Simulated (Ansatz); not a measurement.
# Stability checks on a candidate for AgCl

The structure comes from a generated guess, relaxed at this level; another structure or a mixture of phases may lie lower.

Level of theory: Ansatz 0.2.0, DFT PBE, scalar-relativistic, plane waves, PAW. The final run on the 2-atom cell used 420 eV, a Γ-centred 8×8×8 mesh, 0.02 eV smearing and no spin polarisation.

```
Ag Cl
1.0
     0.00000    3.02967    3.02967
     3.02967    0.00000    3.02967
     3.02967    3.02967    0.00000
Ag Cl
1 1
Direct
  0.00000 0.00000 0.00000
  0.75000 0.75000 0.75000
```

The zero of energy is the elements' standard structures at the same level (Cl₂ as a molecule); no fitted shifts are applied.

Question: These tests were run: energy against the elements; phonons on a 4×4×4 q mesh. What do they show?

Answer:

| test | result |
| --- | --- |
| energy against the elements | −0.476 eV/atom |
| phonons on a 4×4×4 q mesh | no imaginary mode on the mesh |

It fails none of these tests. Other phases of the system weren't compared here, so this isn't yet thermodynamic stability.

The run for the phonons used an 8×8×8 k mesh.
